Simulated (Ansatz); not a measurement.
CoPt (L1₀ or tetragonal B2, space group No. 123) at seven volumes, DFT-PBE in the program Ansatz with PAW potentials, shape and atoms relaxed at each. One row is withheld.

```csv
V (Å³/atom),P (GPa)
12.300,26.22
12.705,15.84
13.111,7.17
13.516,0.00
13.922,-5.89
14.327,?
14.733,-14.92
```

### Question
Fit the shown pressures and predict the withheld one.

### Answer
P = (3/2)B₀(x^(7/2) − x^(5/2))[1 + (3/4)(B′ − 4)(x − 1)] with x = (V₀/V)^(2/3). Least squares on the six rows gives V₀ = 13.518 Å³/atom, B₀ = 217 GPa, B′ = 5.23. At V = 14.327, x = 0.9620 and P = -10.84 GPa. The run itself gave -10.79 GPa.

Space group P4/mmm (L1₀ or tetragonal B2). Symmetry was held in the PBE relaxation. Spin order of the final state: ferromagnetic, chosen from 5 collinear starts compared on coarse meshes (ties went to the first, and starts can fall back to one state), not a proven ground state. Textbook magnetic order: ferromagnetic. Spin–orbit coupling is left out wherever it is not named.

Potentials: the earlier of the program's two PAW sets.
